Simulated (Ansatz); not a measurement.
**HfN: stress in a strained cell**

Aim: deform HfN (equal xx and yy strain of +2 %) and compute stress, forces and field gradients with LAPW, PAW and all-electron datasets made for the crystal.

Method: DFT PBEsol, scalar-relativistic, in Ansatz 0.2.0.

### Step 1. The starting structure

Symmetry: Fm-3m, No. 225, cubic system. The conventional cell has a = 4.518 Å, b = 4.518 Å, c = 4.518 Å, α = 90.00°, β = 90.00°, γ = 90.00°. Around Hf (site symmetry m-3m) lie 6 N at 2.26 Å. Around N (site symmetry m-3m) lie 6 Hf at 2.26 Å.

Coordinates:

```cif
data_structure
_symmetry_space_group_name_H-M 'Fm-3m'
_symmetry_Int_Tables_number 225
_cell_length_a 4.5180
_cell_length_b 4.5180
_cell_length_c 4.5180
_cell_angle_alpha 90.000
_cell_angle_beta 90.000
_cell_angle_gamma 90.000
_cell_volume 92.22
loop_
_atom_site_label
_atom_site_type_symbol
_atom_site_symmetry_multiplicity
_atom_site_Wyckoff_symbol
_atom_site_fract_x
_atom_site_fract_y
_atom_site_fract_z
_atom_site_occupancy
Hf1 Hf 4 a 0.00000 0.00000 0.00000 1
N1 N 4 b 0.50000 0.00000 0.00000 1
```

The file gives the conventional cell by its symmetry; the runs use the cell typed in the input.

Atoms are numbered in the order of the input: Hf1, N2.

### Step 2. The deformed structure

Space group Fm-3m before, I4/mmm after.

### Step 3. All-electron LAPW

The input, input.yaml:

```yaml
crystal:
  lattice:
    - [0.0, 2.30418, 2.259]
    - [2.30418, 0.0, 2.259]
    - [2.30418, 2.30418, 0.0]
  atoms:
    - { symbol: Hf, position: [0.0, 0.0, 0.0] }
    - { symbol: "N", position: [0.5, 0.5, 0.5] }
kpoints:
  mp_grid: { grid: [10, 10, 10] }
  band_path:
    path:
      - [0.0, 0.0, 0.0]
      - [0.0, 0.5, 0.5]
      - [0.25, 0.75, 0.5]
      - [0.0, 0.5, 0.0]
      - [0.0, 0.0, 0.0]
      - [0.5, 0.5, 0.0]
      - [0.38005, 0.61995, 0.0]
      - [-0.38005, 0.38005, 0.0]
      - [0.0, 0.0, 0.0]
    npoints: 5
scf:
  occupations: { method: fermi_dirac, width: 0.01 }
hamiltonian:
  xc: pbesol
  pseudopotentials: { kind: all_electron, lapw: { basis_error: 0.0005 } }
output:
  forces: true
  stress: true
  eigenvalues: true
```

The run is started by

```sh
$ ansatz run input.yaml --threads 1 --pin off --max-ram 3072MiB --backend cpu --events-out ev --progress --plain --runs-dir out
```

### Step 4. PAW with frozen cores

The input, input.yaml:

```yaml
crystal:
  lattice:
    - [0.0, 2.30418, 2.259]
    - [2.30418, 0.0, 2.259]
    - [2.30418, 2.30418, 0.0]
  atoms:
    - { symbol: Hf, position: [0.0, 0.0, 0.0] }
    - { symbol: "N", position: [0.5, 0.5, 0.5] }
kpoints:
  mp_grid: { grid: [10, 10, 10] }
scf:
  occupations: { method: fermi_dirac, width: 0.01 }
hamiltonian:
  xc: pbesol
  pseudopotentials: { kind: paw }
output:
  forces: true
  stress: true
  eigenvalues: true
  efg: { contact_densities: true }
  write_density: true
  write_potential: true
  elf: true
  volumetric_format: npy
```

### Step 5. All-electron PAW on datasets made for the crystal

Changes to input.yaml since step 4:

```diff
@@ -14,3 +14,3 @@
   xc: pbesol
-  pseudopotentials: { kind: paw }
+  pseudopotentials: { kind: all_electron, datasets: crystal }
 output:
@@ -20,5 +20 @@
   efg: { contact_densities: true }
-  write_density: true
-  write_potential: true
-  elf: true
-  volumetric_format: npy
```

(Steps that only read results are left out.)

Before running it: what results should come out? Wanted: pressure; largest shear or deviatoric stress.

The runs gave:

| quantity | value |
| --- | --- |
| pressure | LAPW -12.61, PAW -12.66, crystal datasets -12.61 GPa |
| largest shear or deviatoric stress (LAPW) | 4.51 GPa |

**Reading.** The largest part of the stress beyond the pressure is 4.51 GPa in size, in the zz component; the atoms are carried along and not relaxed. No run of the undeformed cell stands beside it, so the pressure holds what the given cell had before the change. PAW: stress within 0.05 GPa of LAPW. Crystal datasets: stress within 0.01 GPa of LAPW. Spin-orbit coupling is left out, though the cell holds Hf; in elements this heavy it can shift bands and gaps by tenths of an eV. HfN has an odd count of electrons, so a run without spin can force a false metal and spoil its energy.
